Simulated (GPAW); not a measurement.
Crystal: AlNi.

```
CELL_PARAMETERS angstrom
2.88100 0.00000 0.00000
0.00000 2.88100 0.00000
0.00000 0.00000 2.88100
ATOMIC_POSITIONS crystal
Ni 0.50000 0.50000 0.50000
Al 0.00000 0.00000 0.00000
```

Base run:

```yaml
Program: GPAW 26.7.0
Functional: PBE
Potentials_or_basis: GPAW PAW data sets (gpaw-data 1.2.1)
Cutoff: 600 eV
Basis: pw
k_mesh: 9 × 9 × 9
Occupations: fermi-dirac, width 0.05 eV
Spin: collinear spin, ferromagnetic start
Starting_moments: "[1.0, 0.0] μB"
```

Its results: pressure 2.8 GPa; net moment 0.00 μB per cell.

Question: The run is repeated on the same cell with these changes: functional from PBE to PBEsol; potentials or basis from GPAW PAW data sets (gpaw-data 1.2.1) to PAW data sets generated in the run's folder for this functional. What comes out?

Answer: Pressure -2.3 GPa; net moment 0.00 μB per cell.

Caveats: the stock nickel data set gives pressures a few GPa off other programs.

Not every run made on this cell is shown here.
